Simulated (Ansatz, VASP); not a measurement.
**S in VASP and in Ansatz**

```xyz
2
Lattice="3.1621 0.0000 0.0000 -1.5810 2.7385 0.0000 0.0000 0.0000 3.4650" Properties=species:S:1:pos:R:3 pbc="T T T"
S     0.0000    1.8256    0.8662
S     1.5810    0.9128    2.5987
```

Change from the starting cell: volume scaled by 0.88, LAPW.

Alike in both runs: task single point; functional PBE; k mesh 15 × 15 × 8; occupations fermi-dirac, width 0.1 eV; no spin polarisation.

```csv
,VASP,Ansatz
version,VASP 6.6.1,Ansatz 0.2.0
potentials or method,"VASP PAW PBE potentials, release 64 (S), cutoff 520 eV","all-electron LAPW, scalar-relativistic"
```

```tsv
	VASP	Ansatz	Ansatz less VASP
pressure (GPa)	11.0	11.3	+0.28
```

Ansatz ran all-electron here, so the differences hold the error of VASP's frozen core and of both bases.
